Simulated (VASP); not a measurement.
Set up this calculation in VASP 6.6.1, as the native input.

| Quantity | Value |
| --- | --- |
| Task | vibrations by finite differences |
| Functional | PBE |
| Dispersion | D3(BJ) |
| Potentials or basis | VASP PAW PBE potentials, release 64 (Br, H) |
| Cutoff | 400 eV |
| k mesh | 1 × 1 × 1 |
| Occupations | gaussian, width 0.01 eV |
| Spin | no spin polarisation |
| Further INCAR settings | ALGO = Normal; EDIFF = 1e-07; ISYM = 0; IBRION = 5; POTIM = 0.015; NSW = 1 |

The structure of BrH lies in POSCAR:

```
HBr                                     
1.0
   11.7015812861      0.0000000000      0.0000000000
    0.0000000000     12.2015812861      0.0000000000
    0.0000000000      0.0000000000     12.7015812861
  Br              H             
     1     1
Selective dynamics
Direct
0.5267829709000011  0.5187529815000005  0.4526995395999975  T T T
0.4720358574442831  0.4887970829503596  0.5493823067504654  T T T
```

These files were run (other wordings do the same):

INCAR

```
ALGO = Normal ; EDIFF = 1E-7
ENCUT = 400 ; GGA = PE
IBRION = 5 ; ISIF = 2
ISMEAR = 0 ; ISYM = 0
IVDW = 12 ; LASPH = T
LCHARG = F ; LREAL = F
LWAVE = F ; NELM = 100
NFREE = 2 ; NSW = 1
POTIM = 0.015 ; PREC = Accurate
SIGMA = 0.01
```

KPOINTS

```
k-points
0
Gamma
  1 1 1
```

Potentials or basis: VASP PAW PBE potentials, release 64 (Br, H).

Run with:

```console
$ cat potpaw_PBE.64/Br/POTCAR potpaw_PBE.64/H/POTCAR > POTCAR
$ mpirun -np 1 vasp_gam > vasp.out
```

Results of the run:

```json
{
  "Highest phonon frequency at Γ, LO-TO splitting left out": "2573 cm⁻¹",
  "Most unstable mode": "35i cm⁻¹",
  "Dispersion energy per atom": "-0.005 eV"
}
```

Caveat: some modes are imaginary.

Run time: 6.7 min on 1 thread of Intel(R) Xeon(R) 6975P-C (Granite Rapids), on a shared host, peak memory 1 GiB.
